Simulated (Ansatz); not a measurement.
**BaTe: a vibration from a frozen displacement**

These are results of Ansatz, DFT PBEsol, scalar-relativistic, plane waves, PAW, not measurements. Cutoff 420 eV, Γ-centred 8×8×8 k-points, Gaussian smearing of 0.05 eV. Spin–orbit coupling is left out, which matters for the heavy elements here. No spin polarisation. Energies are free energies at this smearing, counted from the undisturbed cell; pressure is positive in compression.

Reference structure (relaxed at this level):

```
CELL_PARAMETERS angstrom
0.00000 3.47140 3.47140
3.47140 0.00000 3.47140
3.47140 3.47140 0.00000
ATOMIC_POSITIONS crystal
Ba 0.00000 0.00000 0.00000
Te 0.50000 0.50000 0.50000
```

Every Te atom is moved by x along the Cartesian unit vector (0.577, 0.577, 0.577); the cell and all other atoms stay fixed. The cell's volume is 83.66 Å³; the moved atoms weigh 127.600 u together and the others 137.327 u. Some rows repeat others by symmetry and weren't run.

```csv
x (Å),ΔE (meV/cell),total force on the moved atoms along the move (eV/Å),pressure (GPa)
-0.5000,280.32,1.1286,1.8867
-0.4375,214.20,0.9869,1.4452
-0.3750,156.98,0.8439,1.0590
-0.3125,108.72,0.7006,0.7304
-0.2500,69.40,0.5581,0.4606
-0.1875,38.94,0.4167,0.2506
-0.1250,17.27,0.2768,0.1007
-0.0625,4.31,0.1380,0.0109
0.0000,0.00,0.0000,-0.0190
0.0625,4.31,-0.1380,0.0109
0.1250,17.27,-0.2768,0.1007
0.1875,38.94,-0.4167,0.2506
0.2500,69.40,-0.5581,0.4606
0.3125,108.72,-0.7006,0.7304
0.3750,156.98,-0.8439,1.0590
0.4375,214.20,-0.9869,1.4452
0.5000,280.32,-1.1286,1.8867
```

Task: What frequency belongs to this motion?

Result: The force constant is k = −dF/dx = 2.209 eV/Å², from the parabola through x = -0.0625, 0 and 0.0625. In every cell the moved atoms swing against the rest, so the mass is μ = m₁m₂/(m₁ + m₂) = 66.142 u, and ν̃ = 521.5 cm⁻¹ × √(|k|/μ) = 95 cm⁻¹. To first order in x, and within 1 %, the force on every atom lies along the move and, within each of the two groups, in proportion to the atom's mass, so this is itself a mode at the zone centre of this cell, taken without macroscopic field (the transverse frequency in a polar insulator).

Task: How far does the harmonic law reach?

Result: At x = -0.500 Å, kx²/2 = 276.09 meV against the computed 280.32 meV (+1.5 %): the well is still close to harmonic there.

Task: The pressure changes with x². What does that say about the frequency under compression?

Result: With E = k(V)x²/2, k ∝ V^(−2γ) and x scaling with the cell as V^(1/3), P − P0 = −∂E/∂V = (2γ − 2/3) ΔE/V. At x = 0.1250 Å, V(P − P0) = 83.66 × 0.11975 / 160.2 eV = 62.53 meV and ΔE = 17.27 meV, so γ = 1/3 + V(P − P0)/(2ΔE) = 2.14. This is the Grüneisen parameter of the motion under uniform scaling of the cell: shrinking the cell evenly by 1 % in volume raises the frequency by about 2.14 %.